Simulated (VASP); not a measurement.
Here is a VASP 6.6.1 calculation.

File INCAR:

```
ALGO = Normal ; EDIFF = 1E-7
ENCUT = 520 ; GGA_COMPAT = F
ISIF = 2 ; ISMEAR = 0
KPAR = 2 ; LASPH = T
LCHARG = F ; LMIXTAU = T
LORBIT = 11 ; LREAL = F
LSORBIT = T ; LWAVE = F
MAGMOM = 0 0 0 0 0 0 ; METAGGA = R2SCAN
NELM = 80 ; PREC = Accurate
SIGMA = 0.02
```

File KPOINTS:

```
k-points
0
Gamma
  6 6 6
```

The input POSCAR:

```
NaI
1.0
    0.0000000000      3.2364000000      3.2364000000
    3.2364000000      0.0000000000      3.2364000000
    3.2364000000      3.2364000000      0.0000000000
I Na
1 1
Direct
    0.5000000000      0.5000000000      0.5000000000
    0.0000000000      0.0000000000      0.0000000000
```

File KPOINTS_OPT:

```
path GXWKGLUWLK,UX
15
line-mode
reciprocal
 0.0000000000  0.0000000000  0.0000000000  G
 0.5000000000  0.0000000000  0.5000000000  X

 0.5000000000  0.0000000000  0.5000000000  X
 0.5000000000  0.2500000000  0.7500000000  W

 0.5000000000  0.2500000000  0.7500000000  W
 0.3750000000  0.3750000000  0.7500000000  K

 0.3750000000  0.3750000000  0.7500000000  K
 0.0000000000  0.0000000000  0.0000000000  G

 0.0000000000  0.0000000000  0.0000000000  G
 0.5000000000  0.5000000000  0.5000000000  L

 0.5000000000  0.5000000000  0.5000000000  L
 0.6250000000  0.2500000000  0.6250000000  U

 0.6250000000  0.2500000000  0.6250000000  U
 0.5000000000  0.2500000000  0.7500000000  W

 0.5000000000  0.2500000000  0.7500000000  W
 0.5000000000  0.5000000000  0.5000000000  L

 0.5000000000  0.5000000000  0.5000000000  L
 0.3750000000  0.3750000000  0.7500000000  K

 0.6250000000  0.2500000000  0.6250000000  U
 0.5000000000  0.0000000000  0.5000000000  X
```

Potentials or basis: VASP PAW PBE potentials, release 64 (I, Na_pv).

Launch:

```sh
$ cat potpaw_PBE.64/I/POTCAR potpaw_PBE.64/Na_pv/POTCAR > POTCAR
$ mpirun -np 2 vasp_ncl > vasp.out
```

Task: Estimate the pressure.

Result: -0.2 GPa.

Caveat: the PAW data sets were made with another functional, which shifts forces and pressure a little.
